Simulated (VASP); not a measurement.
WS2 under changes of volume

One of the cells (31.704 Å³/atom); the others are scaled copies at fixed shape and fractional positions:

```
W S
1.0
     3.12966    0.00000    0.00000
    -1.56483    2.71036    0.00000
     0.00000    0.00000   22.42568
W S
2 4
Cartesian
  1.5648 0.9035 8.1737
  0.0000 1.8069 14.2520
  1.5648 0.9035 15.8125
  0.0000 1.8069 9.7367
  1.5648 0.9035 12.6890
  0.0000 1.8069 6.6132
```

| Item | Value |
| --- | --- |
| Program | VASP 6.6.1 |
| Functional | LDA |
| Potentials or basis | VASP PAW LDA potentials, release 64 (W_sv, S) |
| Cutoff | 520 eV |
| k mesh | 8 × 8 × 2 |
| Occupations | gaussian, width 0.02 eV |
| Spin | no spin polarisation |

| volume (Å³/atom) | energy over the lowest point (meV/atom) | largest force (eV/Å) |
| --- | --- | --- |
| 30.436 | ? | ? |
| 31.070 | 4.04 | 0.404 |
| 31.704 | 0.00 | 0.013 |
| 32.338 | 3.62 | 0.354 |
| 32.973 | 14.12 | 0.692 |

What does the run at 30.436 Å³/atom give?

Energy over the lowest point 16.59 meV/atom; largest force 0.830 eV/Å.

Worked out: A Birch-Murnaghan fit of order 2 (a polynomial in V^(-2/3)) to the other rows has its minimum at 31.71 Å³/atom with B0 = V·E''(V) = 96 GPa at fixed shape and positions, which overstates the stiffness. It gives 16.49 meV/atom at 30.436 Å³/atom, against the run's 16.59.

Energies are extrapolated to zero smearing.
